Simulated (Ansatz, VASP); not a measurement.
# Two plane-wave programs on OsH8 (Os(H)8)

```
Os H
1.0
    12.34000    0.00000    0.00000
     0.00000   12.34000    0.00000
     0.00000    0.00000   10.27000
Os H
1 8
Direct
  0.49981 0.49981 0.53737
  0.63496 0.49981 0.56228
  0.49982 0.63496 0.56228
  0.36467 0.49982 0.56228
  0.49981 0.36467 0.56228
  0.57132 0.57132 0.43817
  0.42831 0.57132 0.43817
  0.42831 0.42831 0.43817
  0.57132 0.42831 0.43817
```

Alike in both runs: task single point; functional PBE; k mesh 1 × 1 × 1; occupations gaussian, width 0.01 eV; no spin polarisation.

|  | VASP | Ansatz |
| --- | --- | --- |
| version | VASP 6.6.1 | Ansatz 0.2.0 |
| potentials or method | VASP PAW PBE potentials, release 64 (Os, H) | scalar-relativistic, plane waves, PAW |
| plane-wave cutoff (eV) | 520 | 420 |
| valence electrons in the cell | 16 | 24 |

```csv
,VASP,Ansatz,Ansatz less VASP
gap on the k mesh at the Fermi level (eV),2.89,2.89,+0.001
rms of the force components (eV/Å),0.080,0.121,+0.0411
```

Atom by atom the forces differ by 0.043 eV/Å (rms over components). The two sets of potentials don't hold the same shells in valence. Ansatz warned: «structure_snapped_to_symmetry».

Caveats: spin-orbit coupling is left out, which moves the levels of the heavy elements.
